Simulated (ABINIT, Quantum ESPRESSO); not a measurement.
This is a calculation of AlPt for ABINIT 10.8.3 (patched build). Measurements of this composition are mostly on another form, of space group No. 198.

Contents of run.abi:

```
# Pseudopotentials
pp_dirpath "./"
pseudos "Pt.upf, Al.upf"

# Structure
acell 3*1.0 Angstrom
rprim
     3.0915460000     0.0000000000     0.0000000000
     0.0000000000     3.0915460000     0.0000000000
     0.0000000000     0.0000000000     3.0915460000
ntypat 2
znucl 78 13
natom 2
typat 1 2
xred
     0.5000000000     0.5000000000     0.5000000000
     0.0000000000     0.0000000000     0.0000000000

# Plane-wave basis
ecut 42.0

# k points
kptopt 1
ngkpt 9 9 9
nshiftk 1
shiftk 0.0 0.0 0.0

# Exchange and correlation
ixc -116133

# Bands and occupations
nband 15
occopt 3
tsmear 0.05 eV

# SCF cycle
nstep 100
tolvrs 1.0e-10

# Output
iomode 3
prtwf 0
prteig 0
prtebands 0
enunit 1
prtden 1
prtvha 1
prtvclmb 1
prtpot 1
prtelf 1
```

Potentials or basis: PseudoDojo NC SR PBEsol v0.4.1 standard.

Run with:

```bash
$ abinit run.abi > log 2>&1
```

Problem. Set up the same calculation for Quantum ESPRESSO 7.5. Potentials or basis there: GBRV 1.5 PBEsol, cutoff 612 eV.

Solution. As run (cutoffs and basis follow the program's own potentials, and thresholds, step limits or extra output files can differ):

pw.in

```
&CONTROL
  calculation = 'scf'
  prefix = 'pwscf'
  outdir = './tmp'
  pseudo_dir = './pseudo'
  tprnfor = .true.
  tstress = .true.
  disk_io = 'low'
/
&SYSTEM
  ibrav = 0
  nat = 2
  ntyp = 2
  ecutwfc = 45
  ecutrho = 360
  nbnd = 16
  occupations = 'smearing'
  smearing = 'fd'
  degauss = 0.00367493
/
&ELECTRONS
  conv_thr = 4d-10
  electron_maxstep = 120
  mixing_beta = 0.5
/
ATOMIC_SPECIES
Pt   195.0840 pt_pbesol_v1.4.uspp.F.UPF
Al    26.9815 al_pbesol_v1.uspp.F.UPF
CELL_PARAMETERS angstrom
   3.0915460000    0.0000000000    0.0000000000
   0.0000000000    3.0915460000    0.0000000000
   0.0000000000    0.0000000000    3.0915460000
ATOMIC_POSITIONS crystal
Pt     0.5000000000    0.5000000000    0.5000000000
Al     0.0000000000    0.0000000000    0.0000000000
K_POINTS automatic
9 9 9 0 0 0
```

Contents of pp_density.in:

```
&INPUTPP
  prefix = 'pwscf'
  outdir = './tmp'
  filplot = 'density.dat'
  plot_num = 0
/
&PLOT
  nfile = 1
  filepp(1) = 'density.dat'
  iflag = 3
  output_format = 6
  fileout = 'density.cube'
/
```

File pp_potential.in:

```
&INPUTPP
  prefix = 'pwscf'
  outdir = './tmp'
  filplot = 'potential.dat'
  plot_num = 11
/
&PLOT
  nfile = 1
  filepp(1) = 'potential.dat'
  iflag = 3
  output_format = 6
  fileout = 'potential.cube'
/
```

Potentials or basis: GBRV 1.5 PBEsol.

Launch:

```console
$ OMP_NUM_THREADS=1 mpirun -n 2 pw.x -nk 2 -in pw.in > pw.out
$ OMP_NUM_THREADS=1 mpirun -n 1 pp.x -in pp_density.in > pp_density.out
$ OMP_NUM_THREADS=1 mpirun -n 1 pp.x -in pp_potential.in > pp_potential.out
```

Both were run:

|  | ABINIT | Quantum ESPRESSO |
| --- | --- | --- |
| Pressure | -6.0 GPa | -6.2 GPa |

The potentials hold 21 and 19 valence electrons a cell.

Pressure is positive in compression.
